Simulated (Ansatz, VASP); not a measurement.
**GaAs5 in VASP and in Ansatz**

File INCAR:

```
PREC = Accurate
ENCUT = 600
EDIFF = 1E-6
ISMEAR = 0
SIGMA = 0.1
LREAL = False
LASPH = True
NELM = 100
ALGO = Normal
ISIF = 3
LWAVE = False
LCHARG = False
GGA = PE
IBRION = 2
NSW = 90
EDIFFG = -0.04
```

Contents of KPOINTS:

```
regular mesh
0
Gamma
  3 3 4
```

Contents of POSCAR:

```
GaAs5
1.0
    6.1323563300      0.0000000000      0.0000000000
   -3.0661781600      5.3107763700      0.0000000000
    0.0000000000      0.0000000000      5.6193916900
Ga As
1 5
Direct
    0.0000000000      0.0000000000      0.5000000000
    0.0000000000      0.6575431800      0.0000000000
    0.3333333300      0.6666666700      0.5000000000
    0.6575431800      0.0000000000      0.0000000000
    0.6666666700      0.3333333300      0.5000000000
    0.3424568200      0.3424568200      0.0000000000
```

Input for Ansatz:

```yaml
crystal:
  lattice:
    - [6.13235633, 0.0, 0.0]
    - [-3.06617816, 5.31077637, 0.0]
    - [0.0, 0.0, 5.61939169]
  atoms:
    - { symbol: Ga, position: [0.0, 0.0, 0.5] }
    - { symbol: As, position: [0.0, 0.65754318, 0.0] }
    - { symbol: As, position: [0.33333333, 0.66666667, 0.5] }
    - { symbol: As, position: [0.65754318, 0.0, 0.0] }
    - { symbol: As, position: [0.66666667, 0.33333333, 0.5] }
    - { symbol: As, position: [0.34245682, 0.34245682, 0.0] }
basis:
  ecutwfc: 420
kpoints:
  mp_grid: { grid: [3, 3, 4] }
hamiltonian:
  xc: pbe
scf:
  occupations: { method: gaussian, width: 0.1 }
  lower_state_search: "off"
output:
  forces: true
  stress: true
  eigenvalues: true
relax:
  adjacent_minimum: "off"
  f_tol: 0.04
  max_steps: 70
  cell: { stress_tol: 0.4 }
```

Change from the starting cell: species swapped into the Mg5Sc type (P-62m, No. 189).

Alike in both runs: task relaxation of cell and atoms; functional PBE; k mesh 3 × 3 × 4; occupations gaussian, width 0.1 eV; no spin polarisation.

|  | VASP | Ansatz |
| --- | --- | --- |
| version | VASP 6.6.1 | Ansatz 0.2.0 |
| potentials or method | VASP PAW PBE potentials, release 64 (Ga_d, As) | scalar-relativistic, plane waves, PAW |
| plane-wave cutoff (eV) | 600 | 420 |
| valence electrons in the cell | 38 | 88 |

Ansatz gave:

| Quantity | Value |
| --- | --- |
| gap on the k mesh at the Fermi level, each at its own relaxed structure (eV) | none |
| relaxed volume (Å³/atom) | 19.50 |
| relaxed cell length with the largest relative difference (Å) | 5.224 |
| energy change over the relaxation (meV/atom) | -668 |

Which values does VASP return?

gap on the k mesh at the Fermi level, each at its own relaxed structure (eV): none; relaxed volume (Å³/atom): 20.31; relaxed cell length with the largest relative difference (Å): 5.331; energy change over the relaxation (meV/atom): -713.

A gap of «none» marks a metal or a gap that the smearing closes. The two sets of potentials don't hold the same shells in valence.

Caveats: the k mesh is coarse (spacing up to 0.39 Å⁻¹), so the values aren't converged; the volume moved by over 15 % at a fixed basis, so the end points are rough (VASP).
